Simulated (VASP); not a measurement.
# Hg (I4/mmm) in VASP: a series of runs, part 2 of 2

VASP 6.6.1. The steps go on from the part before.

**3. Single point, PBE (volume scaled by 1.02)**

Contents of INCAR:

```
PREC = Accurate ; ENCUT = 520
EDIFF = 1E-7 ; ISMEAR = -1
SIGMA = 0.05 ; LREAL = False
LASPH = True ; NELM = 100
ALGO = Normal ; ISIF = 2
LWAVE = False ; LCHARG = True
GGA = PE ; LELF = True
LVHAR = True ; NBANDS = 12
```

Contents of KPOINTS:

```
regular mesh
0
Gamma
  10 10 10
```

Contents of POSCAR:

```
Hg
1.0
   -1.8891655157      1.8891655157      1.9295395617
    1.8891655157     -1.8891655157      1.9295395617
    1.8891655157      1.8891655157     -1.9295395617
Hg
1
Direct
    0.5000000000      0.5000000000      0.0000000000
```

Potentials or basis: VASP PAW PBE potentials, release 64 (Hg).

Launch:

```
cat potpaw_PBE.64/Hg/POTCAR > POTCAR
mpirun -np 1 vasp_std > vasp.out
```

OUTCAR:

```text
PREC = Accurate
   ENCUT = 520
   EDIFF = 1E-7
   ISMEAR = -1
   LREAL = False
   LASPH = True
   NELM = 100
   ISIF = 2
   GGA = PE

 ion  position               nearest neighbor table
   1  0.500  0.500  0.000-

  LATTYP: Found a body centered tetragonal cell.
 ALAT       =     3.7783310314
 C/A-ratio  =     1.0213713651

  Lattice vectors:

 A1 = (  -1.8891655157,   1.8891655157,   1.9295395617)
 A2 = (   1.8891655157,  -1.8891655157,   1.9295395617)
 A3 = (   1.8891655157,   1.8891655157,  -1.9295395617)

Analysis of symmetry for initial positions (statically):
=====================================================================
 Subroutine PRICEL returns:
 Original cell was already a primitive cell.

 Routine SETGRP: Setting up the symmetry group for a
 body centered tetragonal supercell.

 Subroutine GETGRP returns: Found 16 space group operations
 (whereof 16 operations were pure point group operations)
 out of a pool of 16 trial point group operations.

The static configuration has the point symmetry D_4h.

Analysis of symmetry for dynamics (positions and initial velocities):
=====================================================================
 Subroutine PRICEL returns:
 Original cell was already a primitive cell.

 Routine SETGRP: Setting up the symmetry group for a
 body centered tetragonal supercell.

 Subroutine GETGRP returns: Found 16 space group operations
 (whereof 16 operations were pure point group operations)
 out of a pool of 16 trial point group operations.

The dynamic configuration has the point symmetry D_4h.

 Subroutine INISYM returns: Found 16 space group operations
 (whereof 16 operations are pure point group operations),
 and found     1 'primitive' translations

----------------------------------------------------------------------------------------

                                     Primitive cell

  volume of cell :      27.5457

  direct lattice vectors                    reciprocal lattice vectors
    -1.889165516  1.889165516  1.929539562     0.000000000  0.264667122  0.259129178
     1.889165516 -1.889165516  1.929539562     0.264667122  0.000000000  0.259129178
     1.889165516  1.889165516 -1.929539562     0.264667122  0.264667122  0.000000000

  length of vectors
     3.295605500  3.295605500  3.295605500     0.370400616  0.370400616  0.374295833

  position of ions in fractional coordinates (direct lattice)
     0.500000000  0.500000000  0.000000000

  ion indices of the primitive-cell ions
   primitive index   ion index
                 1           1

----------------------------------------------------------------------------------------

 KPOINTS: regular mesh

Automatic generation of k-mesh.
 Grid dimensions read from file:
 generate k-points for:   10   10   10

 Generating k-lattice:

  Cartesian coordinates                     Fractional coordinates (reciprocal lattice)
     0.000000000  0.026466712  0.025912918     0.100000000  0.000000000  0.000000000
     0.026466712  0.000000000  0.025912918     0.000000000  0.100000000  0.000000000
     0.026466712  0.026466712  0.000000000     0.000000000  0.000000000  0.100000000

  Length of vectors
     0.037040062  0.037040062  0.037429583

  Shift w.r.t. Gamma in fractional coordinates (k-lattice)
     0.000000000  0.000000000  0.000000000

 Subroutine IBZKPT returns following result:
 ===========================================

 Found    102 irreducible k-points:

 Following reciprocal coordinates:
            Coordinates               Weight
  0.000000  0.000000  0.000000      1.000000
  0.100000  0.000000  0.000000      8.000000
  0.200000  0.000000  0.000000      8.000000
  0.300000  0.000000 -0.000000      8.000000
  0.400000 -0.000000  0.000000      8.000000
  0.500000  0.000000  0.000000      4.000000
[... 16 lines left out ...]
  0.300000  0.300000 -0.000000      8.000000
  0.400000  0.300000 -0.000000     16.000000
 [... further k-points ...]
   k-points           NKPTS =    102   k-points in BZ     NKDIM =    102   number of bands    NBANDS=     12
   number of dos      NEDOS =    301   number of ions     NIONS =      1
   total plane-waves  NPLWV =  21952
   dimension x,y,z NGX =    28 NGY =   28 NGZ =   28
   dimension x,y,z NGXF=    56 NGYF=   56 NGZF=   56
   ions per type =               1
   NGX,Y,Z   is equivalent  to a cutoff of  14.12, 14.12, 14.12 a.u.
   NGXF,Y,Z  is equivalent  to a cutoff of  28.25, 28.25, 28.25 a.u.
 SYSTEM =  unknown system
   PREC   = accura    normal or accurate (medium, high low for compatibility)
   ISTART =      0    job   : 0-new  1-cont  2-samecut
   ICHARG =      2    charge: 1-file 2-atom 10-const
   ISPIN  =      1    spin polarized calculation?
   LNONCOLLINEAR =      F non collinear calculations
   LSORBIT =      F    spin-orbit coupling
   LASPH  =      T    aspherical Exc in radial PAW
   ENCUT  =  520.0 eV  38.22 Ry    6.18 a.u.   6.13  6.13  6.13*2*pi/ulx,y,z
   NELM   =    100;   NELMIN=  2; NELMDL= -5     # of ELM steps
   EDIFF  = 0.1E-06   stopping-criterion for ELM
   LREAL  =      F    real-space projection
   EDIFFG = 0.1E-05   stopping-criterion for IOM
   NSW    =      0    number of steps for IOM
   IBRION =     -1    ionic relax: 0-MD 1-quasi-New 2-CG
   NFREE  =      0    steps in history (QN), initial steepest desc. (CG)
   ISIF   =      2    stress and relaxation
   ISYM   =      2    0-nonsym 1-usesym 2-fastsym
   POTIM  = 0.5000    time-step for ionic-motion
   TEBEG  =    0.0;   TEEND  =   0.0 temperature during run
   PSTRESS=    0.0 pullay stress
   NELECT =      12.0000    total number of electrons
   NUPDOWN=      -1.0000    fix difference up-down
   EMIN   =  10.00;   EMAX   =-10.00  energy-range for DOS
   EFERMI =   0.00;   METHOD = LEGACY
   ISMEAR =    -1;   SIGMA  =   0.05  broadening in eV -4-tet -1-fermi 0-gaus
   EFERMI_NEDOS =   21; number of points for ismear=-14 and -15
   IALGO  =     38    algorithm
   IMIX   =      4    mixing-type and parameters
     AMIX     =   0.40;   BMIX     =  1.00
     AMIX_MAG =   1.60;   BMIX_MAG =  1.00
  volume/ion in A,a.u.               =      27.55       185.89
  Fermi-wavevector in a.u.,A,eV,Ry     =   1.241035  2.345216 20.955255  1.540168
  Thomas-Fermi vector in A             =   2.375450
   LORBIT       =      0    0 simple, 1 ext, 2 COOP (PROOUT), +10 PAW based schemes
   GGA     = PE    functional components
   LHFCALC =     F    Hartree Fock is set to
   AEXX    =    0.0000 exact exchange contribution
   IVDW    =     0    specifies the selected vdW correction
   LEPSILON=     F    determine dielectric tensor
   LRPA    =     F    only Hartree local field effects (RPA)
 non-spin polarized calculation
  energy-cutoff  :      520.00
  volume of cell :       27.55
 maximum number of plane-waves:       753
 NGX is ok and might be reduce to    28
   NGX = 13   NGY = 13   NGZ = 13

 number of electron      12.0000002 magnetization

 Free energy of the ion-electron system (eV)
  ---------------------------------------------------
  ext. energy  EPLUGINS =         0.00000000
  ---------------------------------------------------
  free energy    TOTEN  =        -0.17425379 eV

  energy without entropy =       -0.17256582  energy(sigma->0) =       -0.17340980

 E-fermi :   1.5646     XC(G=0): -10.0161

 val. band max:        1.5301509973   @ k =  -0.4000   0.5000   0.3000
 cond. band min:       1.6675601543   @ k =   0.4000   0.1000   0.1000
 fundamental gap:      0.1374091570
 Fermi energy:         1.5645507538

 k-point     1 :       0.0000    0.0000    0.0000
  band No.  band energies     occupation
      1      -6.2398      2.00000
      2      -5.0365      2.00000
      3      -5.0365      2.00000
      4      -4.9926      2.00000
      5      -4.3857      2.00000
      6      -4.3402      2.00000
      7      15.7619      0.00000
      8      15.9041      0.00000
      9      15.9041      0.00000
     10      16.1218      0.00000
     11      16.4806      0.00000
     12      16.4806      0.00000
[... 331 lines left out ...]
 k-point    24 :       0.4000    0.3000   -0.0000
  band No.  band energies     occupation
      1      -5.3720      2.00000
      2      -4.9449      2.00000
      3      -4.7069      2.00000
      4      -4.3643      2.00000
      5      -4.2312      2.00000
      6       0.3250      2.00000
      7       3.2004      0.00000
      8       4.7193      0.00000
      9      10.7275      0.00000
     10      17.2891      0.00000
     11      18.1366      0.00000
     12      19.8955      0.00000

 [... further k-points ...]

------------------------ aborting loop because EDIFF is reached ----------------------------------------

  FORCE on cell =-STRESS in cart. coord.  units (eV):
  Direction    XX          YY          ZZ          XY          YZ          ZX
  --------------------------------------------------------------------------------------
  -------------------------------------------------------------------------------------
  Total        0.2006490      0.2006490      0.2156069      0.0000000      0.0000000      0.0000000
  in kB       11.6706198     11.6706198     12.5406361      0.0000000      0.0000000      0.0000000
  external PRESSURE =      11.9606252 kB  Pullay stress =       0.0000000 kB

 VOLUME and BASIS-vectors are now :
 -----------------------------------------------------------------------------
  energy-cutoff  :      520.00
  volume of cell :       27.55
      direct lattice vectors                 reciprocal lattice vectors
    -1.889165516  1.889165516  1.929539562     0.000000000  0.264667122  0.259129178
     1.889165516 -1.889165516  1.929539562     0.264667122  0.000000000  0.259129178
     1.889165516  1.889165516 -1.929539562     0.264667122  0.264667122  0.000000000

 POSITION                                       TOTAL-FORCE (eV/Angst)
 -----------------------------------------------------------------------------------
      0.00000      0.00000      1.92954         0.000000      0.000000      0.000000
 -----------------------------------------------------------------------------------
    total drift:                                0.000000     -0.000000      0.000000

  FREE ENERGIE OF THE ION-ELECTRON SYSTEM (eV)
  ---------------------------------------------------
  free  energy   TOTEN  =        -0.1742537852 eV

  energy  without entropy=       -0.1725658181  energy(sigma->0) =       -0.17340980
```

OSZICAR:

```text
N       E                     dE             d eps       ncg     rms          rms(c)
DAV:   1     0.715168568878E+02    0.71517E+02   -0.62730E+03  2504   0.936E+02
DAV:   2     0.113533620429E+01   -0.70382E+02   -0.65920E+02  2644   0.223E+02
DAV:   3    -0.189776851662E+00   -0.13251E+01   -0.13242E+01  2928   0.336E+01
DAV:   4    -0.191139166453E+00   -0.13623E-02   -0.13623E-02  2652   0.112E+00
DAV:   5    -0.191141312047E+00   -0.21456E-05   -0.21457E-05  2844   0.434E-02    0.218E+00
DAV:   6    -0.174918257497E+00    0.16223E-01   -0.42052E-02  2840   0.227E+00    0.171E+00
DAV:   7    -0.174082971431E+00    0.83529E-03   -0.56809E-03  2788   0.718E-01    0.803E-01
DAV:   8    -0.174227608924E+00   -0.14464E-03   -0.64967E-04  2556   0.306E-01    0.289E-02
DAV:   9    -0.174249743735E+00   -0.22135E-04   -0.13536E-05  2752   0.325E-02    0.103E-02
DAV:  10    -0.174253857300E+00   -0.41136E-05   -0.46135E-06  2548   0.212E-02    0.857E-04
DAV:  11    -0.174253785176E+00    0.72123E-07   -0.22006E-08  1860   0.991E-04
   1 F= -.17425379E+00 E0= -.17340980E+00  d E =-.168797E-02
```

Wall time 16 s (1 thread of Intel Xeon Platinum 8559C (Emerald Rapids), shared host); peak memory 0.18 GiB.

Results:

| Property | Result |
| --- | --- |
| Free energy | -0.1743 eV |
| Pressure | 1.2 GPa |
| Band gap on the k mesh | none (metal or under the smearing width) |

Stress tensor (GPa, compression positive):
```
1.17 0.00 0.00
0.00 1.17 0.00
0.00 0.00 1.25
```
